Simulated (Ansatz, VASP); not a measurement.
Fe in VASP and in Ansatz

INCAR

```
  PREC = Accurate
  ENCUT = 520
  EDIFF = 1E-6
  ISMEAR = -1
  SIGMA = 0.05
  LREAL = False
  LASPH = True
  NELM = 150
  ALGO = Normal
  ISIF = 2
  LWAVE = False
  LCHARG = False
  ISPIN = 2
  MAGMOM = 2.208
  LORBIT = 11
  LMAXMIX = 4
  GGA = PE
  NBANDS = 14
```

File KPOINTS:

```
Automatic mesh
0
Gamma
  12 12 12
```

Contents of POSCAR:

```
Fe
1.0
   -1.4163059769      1.4163059769      1.4163059769
    1.4163059769     -1.4163059769      1.4163059769
    1.4163059769      1.4163059769     -1.4163059769
Fe
1
Direct
    0.0000000000      0.0000000000      0.0000000000
```

Input for Ansatz:

```yaml
crystal:
  lattice:
    - [-1.4163059769, 1.4163059769, 1.4163059769]
    - [1.4163059769, -1.4163059769, 1.4163059769]
    - [1.4163059769, 1.4163059769, -1.4163059769]
  atoms:
    - { symbol: Fe, position: [0.0, 0.0, 0.0], spin: 2.208 }
hamiltonian:
  xc: pbe
  pseudopotentials:
    kind: paw
    azcp:
      Fe: "pseudopotentials/Fe.paw.azcp"
basis:
  ecutwfc: 420
  fft_grid_basis: typed
kpoints:
  mp_grid: { grid: [12, 12, 12], shift: [0, 0, 0] }
magnetization:
  spin_polarized: true
scf:
  occupations: { method: fermi_dirac, width: 0.05 }
  lower_state_search: "off"
output:
  stress: true
  write_density: true
  write_potential: true
  elf: true
  volumetric_format: npy
```

Alike in both runs: task single point; functional PBE; k mesh 12 × 12 × 12; occupations fermi-dirac, width 0.05 eV; collinear spin.

|  | VASP | Ansatz |
| --- | --- | --- |
| version | VASP 6.6.1 | Ansatz 0.2.0 |
| potentials or method | VASP PAW PBE potentials, release 64 (Fe) | plane waves (420 eV) with PAW, scalar-relativistic |
| plane-wave cutoff (eV) | 520 | 420 |
| valence electrons in the cell | 8 | 16 |

|  | VASP | Ansatz | Ansatz less VASP |
| --- | --- | --- | --- |
| pressure (GPa) | -0.1 | -0.4 | -0.30 |
| net moment per atom (μB) | 2.20 | 2.16 | -0.044 |
| size of the moment on the site where the two differ most (μB) | 2.20 | 2.21 | +0.009 |

Site moments also hang on the region over which each program counts them. The two sets of potentials don't hold the same shells in valence.
